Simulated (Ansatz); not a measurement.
# Which of these structures of Pb lies lowest?

Level of theory: Ansatz 0.2.0, DFT, PBE, all-electron LAPW, scalar-relativistic.

Each cell is taken as listed (from a database or a relaxation; residual pressures are under 0.6 GPa and forces under 0.08 eV/Å), on meshes of about 0.2 Å⁻¹ spacing; energies are extrapolated to zero smearing, with no zero-point or thermal terms. Other structures, the observed one among them, may be missing from this set and lie lower. No run is spin-polarised.

No spin–orbit coupling, which matters for the heavy atoms here.

Q: Order the structures by energy per atom, lowest first, and give the differences.
A.
Space group Fm-3m (No. 225). a = 5.041 Å, b = 5.041 Å, c = 5.041 Å, α = 90.00°, β = 90.00°, γ = 90.00°
```tsv
atom	site	symmetry	x	y	z
Pb	4a	m-3m	0.0000	0.0000	0.0000
```
(fcc type, relaxed by us; 13×13×13 mesh on the primitive cell, smearing 0.05 eV, P = 0.0 GPa)
B.
```
Pb
1.0
     3.25594    0.00000    0.00000
     0.00000    3.25594    0.00000
     0.00000    0.00000    3.25594
Pb
1
Direct
  0.00000 0.00000 0.00000
```
(sc type, relaxed by us; 11×11×11 mesh on the primitive cell, smearing 0.08 eV, P = 0.0 GPa)

A: A (0 meV/atom), B (193 meV/atom).
